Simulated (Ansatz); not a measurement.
The system is HgSe.

```
Hg Se
1.0
     0.00000    3.03900    3.03900
     3.03900    0.00000    3.03900
     3.03900    3.03900    0.00000
Hg Se
1 1
Cartesian
  0.0000 0.0000 0.0000
  4.5585 4.5585 4.5585
```

Base run:

```yaml
Program: Ansatz 0.2.0
Functional: PBE
Potentials_or_basis: Ansatz PAW
Cutoff: "420 eV (not typed: the program's choice for these potentials)"
k_mesh: 8 × 8 × 8
Occupations: fermi-dirac, width 0.05 eV
Spin: spin-orbit coupling, no magnetisation
```

Its results: band gap on the k mesh none (metal or under the smearing width); pressure 4.1 GPa.

Question: The run is repeated on the same cell with these changes: cutoff from 420 eV (not typed: the program's choice for these potentials) to 350 eV; spin from spin-orbit coupling, no magnetisation to no spin polarisation; potential files from those of the base run to others of the same set. What comes out?

Answer: Band gap on the k mesh none (metal or under the smearing width); pressure 4.7 GPa.

Caveats: the cutoff lies under the one recommended for these potentials (some runs).
